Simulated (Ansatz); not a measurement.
**Ge: one crystal by all-electron and frozen-core methods**

Aim: solve Ge at one geometry with full-potential LAPW, PAW on the default files and datasets made for this crystal, and see where they agree.

This is Ge in the simple cubic structure; at room conditions it is diamond.

Program: Ansatz 0.2.0. Level of theory: DFT PBE, scalar-relativistic. These are calculated values, not measurements.

1 further run of the same task is left out (set aside as unsound or not needed).

## 1. The starting structure

It takes space group Pm-3m (No. 221, cubic). The conventional cell has a = 2.712 Å, b = 2.712 Å, c = 2.712 Å, α = 90.00°, β = 90.00°, γ = 90.00°. Around Ge (site symmetry m-3m) lie 6 Ge at 2.71 Å.

Coordinates:

```cif
data_structure
_symmetry_space_group_name_H-M 'Pm-3m'
_symmetry_Int_Tables_number 221
_cell_length_a 2.7121
_cell_length_b 2.7121
_cell_length_c 2.7121
_cell_angle_alpha 90.000
_cell_angle_beta 90.000
_cell_angle_gamma 90.000
_cell_volume 19.95
loop_
_atom_site_label
_atom_site_type_symbol
_atom_site_symmetry_multiplicity
_atom_site_Wyckoff_symbol
_atom_site_fract_x
_atom_site_fract_y
_atom_site_fract_z
_atom_site_occupancy
Ge1 Ge 1 a 0.00000 0.00000 0.00000 1
```

The file gives the conventional cell by its symmetry; the runs use the cell typed in the input.

The cell was relaxed by PAW from a hypothetical start (sc type); it needn't be the stable phase of this composition.

## 2. Full-potential LAPW

The input, input.yaml:

```yaml
crystal:
  lattice:
    - [2.7120739282, 0.0, 0.0]
    - [0.0, 2.7120739282, 0.0]
    - [0.0, 0.0, 2.7120739282]
  atoms:
    - { symbol: Ge, position: [0.0, 0.0, 0.0] }
kpoints:
  mp_grid: { grid: [13, 13, 13] }
  band_path:
    path:
      - [0.0, 0.0, 0.0]
      - [0.0, 0.5, 0.0]
      - [0.5, 0.5, 0.0]
      - [0.0, 0.0, 0.0]
      - [0.5, 0.5, 0.5]
      - [0.0, 0.5, 0.0]
      - [0.5, 0.5, 0.5]
      - [0.5, 0.5, 0.0]
    npoints: 8
scf:
  occupations: { method: fermi_dirac, width: 0.05 }
hamiltonian:
  xc: pbe
  pseudopotentials: { kind: all_electron, lapw: { basis_error: 0.00025 } }
output:
  forces: true
  stress: true
  eigenvalues: true
  populations: true
  dos: { projected: true, de: 0.2, e_range: [-14, 8] }
```

## 3. PAW on the default files

Edit input.yaml of step 2 so:

```diff
@@ -24,3 +24,3 @@
   xc: pbe
-  pseudopotentials: { kind: all_electron, lapw: { basis_error: 0.00025 } }
+  pseudopotentials: { kind: paw }
 output:
@@ -29,3 +29,5 @@
   eigenvalues: true
+  efg: { contact_densities: true }
   populations: true
+  bader: true
   dos: { projected: true, de: 0.2, e_range: [-14, 8] }
```

## 4. Datasets made for this crystal

Edit input.yaml of step 3 so:

```diff
@@ -24,3 +24,3 @@
   xc: pbe
-  pseudopotentials: { kind: paw }
+  pseudopotentials: { kind: all_electron, datasets: crystal }
 output:
@@ -30,4 +30 @@
   efg: { contact_densities: true }
-  populations: true
-  bader: true
-  dos: { projected: true, de: 0.2, e_range: [-14, 8] }
```

(Steps that only read results are left out.)

Before running it: what results should come out? Wanted: pressure; gap.

**Answer**, as computed:

| quantity | value |
| --- | --- |
| pressure | LAPW 0.03, PAW 0.00, crystal datasets 0.03 GPa |
| gap (LAPW) | none |

What this shows: The pressure is within half a GPa of zero, so the volume is close to equilibrium at this level. Bands cross the Fermi level: the crystal is a metal at this level. Ge 4p carries the largest share, 87 %, of the projected states within 0.3 eV of the Fermi level. The projection holds only the free atom's occupied shells (Ge 4s, Ge 4p in this range). PAW lies -0.03 GPa from LAPW in pressure.
